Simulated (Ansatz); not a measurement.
**GaAs: how the settings move a single-point run**

How sensitive is a single-point run of GaAs to its settings? A reference run comes first, then five runs with altered input.

Method: reference: DFT, HSE06, plane waves, PAW, in Ansatz 0.2.0.

5 further runs of the same task are left out: 2 for a known fault of the program, 3 that didn't finish.

### 1 The system as given

It takes space group F-43m (No. 216, cubic). Conventional cell: a = 5.666 Å, b = 5.666 Å, c = 5.666 Å, α = 90.00°, β = 90.00°, γ = 90.00°. Ga (site symmetry -43m) has 4 As at 2.45 Å as nearest neighbours. Around As (site symmetry -43m) lie 4 Ga at 2.45 Å.

Coordinates:

```
CELL_PARAMETERS angstrom
0.00000 2.83308 2.83308
2.83308 0.00000 2.83308
2.83308 2.83308 0.00000
ATOMIC_POSITIONS crystal
Ga 0.00000 0.00000 0.00000
As 0.25000 0.25000 0.25000
```

### 2 Reference

The input, input.yaml:

```yaml
crystal:
  lattice:
    - [0.0, 2.833083191, 2.833083191]
    - [2.833083191, 0.0, 2.833083191]
    - [2.833083191, 2.833083191, 0.0]
  atoms:
    - { symbol: Ga, position: [0.0, 0.0, 0.0] }
    - { symbol: As, position: [0.25, 0.25, 0.25] }
kpoints:
  mp_grid: { grid: [4, 4, 4] }
hamiltonian:
  xc: hse06
scf:
  occupations: { method: fixed }
  n_extra_bands: 4
output:
  forces: true
  stress: true
  eigenvalues: true
  write_density: true
  write_potential: true
  elf: true
  volumetric_format: npy
```

Run with:

```console
$ ansatz run input.yaml --threads 4 --pin off --max-ram 3686MiB --backend cpu --events-out ev --progress --plain --runs-dir out
```

### 3 Variant: mp_grid.grid [6, 6, 6], xc pbesol, accuracy low

input.yaml, as its differences from that of step 2:

```diff
@@ -9,5 +9,5 @@
 kpoints:
-  mp_grid: { grid: [4, 4, 4] }
+  mp_grid: { grid: [6, 6, 6] }
 hamiltonian:
-  xc: hse06
+  xc: pbesol
 scf:
@@ -19,5 +19,2 @@
   eigenvalues: true
-  write_density: true
-  write_potential: true
-  elf: true
-  volumetric_format: npy
+accuracy: low
```

### 4 Changed: exchange pbe, correlation pbe, coeff 0.35, omega 0.2078

input.yaml, as its differences from that of step 2:

```diff
@@ -11,3 +11,6 @@
 hamiltonian:
-  xc: hse06
+  xc:
+    exchange: pbe
+    correlation: pbe
+    exx: { coeff: 0.35, omega: 0.2078 }
 scf:
@@ -19,5 +22 @@
   eigenvalues: true
-  write_density: true
-  write_potential: true
-  elf: true
-  volumetric_format: npy
```

### 5 Changed: exchange pbe, correlation pbe, coeff 0.2

input.yaml, as its differences from that of step 2:

```diff
@@ -11,3 +11,3 @@
 hamiltonian:
-  xc: hse06
+  xc: { exchange: pbe, correlation: pbe, exx: { coeff: 0.2 } }
 scf:
@@ -19,5 +19 @@
   eigenvalues: true
-  write_density: true
-  write_potential: true
-  elf: true
-  volumetric_format: npy
```

### 6 Changed: exchange pbe, correlation pbe, coeff 0.75

input.yaml, as its differences from that of step 2:

```diff
@@ -11,3 +11,3 @@
 hamiltonian:
-  xc: hse06
+  xc: { exchange: pbe, correlation: pbe, exx: { coeff: 0.75 } }
 scf:
@@ -19,5 +19 @@
   eigenvalues: true
-  write_density: true
-  write_potential: true
-  elf: true
-  volumetric_format: npy
```

### 7 Changed: exchange pbe, correlation pbe, coeff 0.4, omega 0.1

input.yaml, as its differences from that of step 2:

```diff
@@ -11,3 +11,3 @@
 hamiltonian:
-  xc: hse06
+  xc: { exchange: pbe, correlation: pbe, exx: { coeff: 0.4, omega: 0.1 } }
 scf:
@@ -19,5 +19 @@
   eigenvalues: true
-  write_density: true
-  write_potential: true
-  elf: true
-  volumetric_format: npy
```

Q: Predict the outcome of this session. Wanted: for each run, ending; energy change; pressure; gap; force.

The runs gave:

| run | ending | energy change | pressure (GPa) | gap (eV) | force (eV/Å) | cycles | time |
| --- | --- | --- | --- | --- | --- | --- | --- |
| reference | converged | - | 0.9 | 1.42 | 0.00 | 15 | 9.3 s |
| 1: mp_grid.grid [6, 6, 6], xc pbesol, accuracy low | converged | not comparable | -0.3 | 0.39 | 0.00 | 6 | 0.86 s |
| 2: exchange pbe, correlation pbe, coeff 0.35, omega 0.2078 | converged | not comparable | 0.2 | 1.84 | 0.00 | 19 | 10 s |
| 3: exchange pbe, correlation pbe, coeff 0.2 | converged | not comparable | 1.2 | 1.73 | 0.00 | 13 | 8.8 s |
| 4: exchange pbe, correlation pbe, coeff 0.75 | converged | not comparable | -3.1 | 5.56 | 0.00 | 19 | 11 s |
| 5: exchange pbe, correlation pbe, coeff 0.4, omega 0.1 | converged | not comparable | -0.5 | 2.54 | 0.00 | 16 | 10 s |

Times don't compare one to one where runs were asked for different outputs or read a saved state (see the inputs); cycles may leave out searches for a lower state.

Residual by cycle in the longest SCF loop of each run; runs are numbered as in the table. The quantity is the density residual dr2, in eV.

```csv
cycle,reference,run 1,run 2,run 3,run 4,run 5
1,0.0298,0.00591,0.0515,0.018,0.125,0.0621
2,0.00232,4.7e-4,0.00531,0.00157,0.0547,0.00923
3,0.00147,7.2e-5,0.00321,9.5e-4,0.0219,0.00498
4,2.5e-4,1.0e-5,5.4e-4,1.7e-4,0.00628,6.8e-4
5,1.4e-5,3.1e-7,7.8e-5,1.1e-5,0.002,1.4e-4
6,8.6e-6,1.4e-9,3.4e-5,4.7e-6,3.0e-4,1.0e-5
7,2.1e-7,-,1.7e-6,-,-,-
```

What this shows: Of the variants the dearest is «exchange pbe, correlation pbe, coeff 0.75» (11 s), the cheapest «mp_grid.grid [6, 6, 6], xc pbesol, accuracy low» (0.86 s), on a shared host.
